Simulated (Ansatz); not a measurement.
Level of theory: DFT PBE, scalar-relativistic, plane waves, PAW in Ansatz 0.2.0. Settings: cutoff 420 eV, Γ-centred meshes spaced at most about 0.3 Å⁻¹, and about 0.25 Å⁻¹ or finer for metals (2π included), Gaussian smearing. No spin polarisation.

All energies are static (0 K, no zero-point motion).

Two relaxed structures of SnSe5:

A.

```xyz
6
Lattice="5.6044 0.0000 0.0000 -2.8022 4.8535 0.0000 0.0000 0.0000 5.7464" Properties=species:S:1:pos:R:3 pbc="T T T"
Sn    0.0000    0.0000    0.0000
Se    0.0000    3.2357    1.1301
Se    2.8022    1.6178    1.1301
Se    2.8022    1.6178    4.6163
Se    0.0000    3.2357    4.6163
Se    0.0000    0.0000    2.8732
```

B.

```xyz
6
Lattice="7.2153 0.0000 0.0000 -3.6077 6.2487 0.0000 0.0000 0.0000 3.5503" Properties=species:S:1:pos:R:3 pbc="T T T"
Sn    0.0000    0.0000    0.0000
Se    0.0000    4.1658    0.0000
Se    3.6077    2.0829    0.0000
Se    3.6077    0.0000    1.7751
Se    1.8038    3.1243    1.7751
Se   -1.8038    3.1243    1.7751
```

Task: Which would you expect to be lower, and how large is the difference?

Result: A is lower, by 194 meV/atom. A has space group P6/mmm (No. 191), 26.1 Å³/atom and no gap on its mesh; B has space group P6/mmm (No. 191), 26.7 Å³/atom and no gap. Counting Se atoms around Sn (those within 1.25 times the shortest such distance or 1.15 times the sum of covalent radii, 1.27 where that leaves under three; a plus sign parts nearer from farther groups; the shortest distance is added where it exceeds 1.18 times the sum of covalent radii), A has Sn 2+12 and B has Sn 18 from 4.0 Å. A holds Se–Se pairs (shortest 2.26 Å); in B the shortest Se–Se distance is 2.74 Å, near bonding range too. Even the lower one lies +0.20 eV/atom against the reference forms of the elements (uncorrected), so neither is stable at this level. In A, Sn has 2 Se at 2.87 Å and 12 Se at 3.43 Å; Se on a site of symmetry 3m has 1 Se at 2.26 Å, 3 Se at 3.24 Å, 3 Sn at 3.43 Å, 1 Se at 3.49 Å and 3 Se at 3.68 Å; Se on a site of symmetry 6/mmm has 2 Sn at 2.87 Å and 12 Se at 3.68 Å. In B, Sn is surrounded by 2 Sn at 3.55 Å and 18 Se at 4.02–4.17 Å; Se on a site of symmetry -6m2 has 6 Se at 2.74 Å; around Se on a site of symmetry mmm lie 4 Se at 2.74 Å, 6 Se at 3.55–3.61 Å and 4 Sn at 4.02 Å. Both come from invented guesses. The lowest form computed isn't among them: it has space group P-6m2 (No. 187), 24.4 Å³/atom and lies 40 meV/atom below the best shown.

Cells relaxed within their symmetry can be saddle points. Some structure types and database cells were kept out of the candidates from the start, so a known form may be missing.
